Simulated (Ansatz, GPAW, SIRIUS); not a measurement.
**One calculation of Au, 4 ways**

```
CELL_PARAMETERS angstrom
-1.65727 1.65727 1.65727
1.65727 -1.65727 1.65727
1.65727 1.65727 -1.65727
ATOMIC_POSITIONS crystal
Au 0.00000 0.00000 0.00000
```

This isn't the form of Au at room conditions, which is fcc.

Alike in all runs: task single point; functional PBEsol; k mesh 11 × 11 × 11; occupations fermi-dirac, width 0.05 eV; no spin polarisation; no spin-orbit coupling. Pressure is positive in compression and, in plane waves, holds the error of the finite cutoff, which Ansatz's Pulay term estimates and takes out.

```tsv
program and potentials	plane-wave cutoff (eV)	notes	pressure (GPa)
Ansatz, Ansatz PAW	420	potentials made for PBE, which Ansatz adapts in part; 19 valence electrons an atom on average	?
SIRIUS, PseudoDojo 0.4.1 PBEsol standard (scalar relativistic)	1054	19 valence electrons an atom on average	-9.21
GPAW, PAW data sets generated for this functional	600	11 valence electrons an atom on average	-6.76
Ansatz, all-electron LAPW, scalar-relativistic	-	-	-8.90
```

Question: Estimate from the other rows what the run with Ansatz, Ansatz PAW gave.

Answer: Pressure -8.88 GPa. Its pressure holds a Pulay term of +0.04 GPa. The other rows, which needn't bracket it: pressure -9.21 to -6.76.
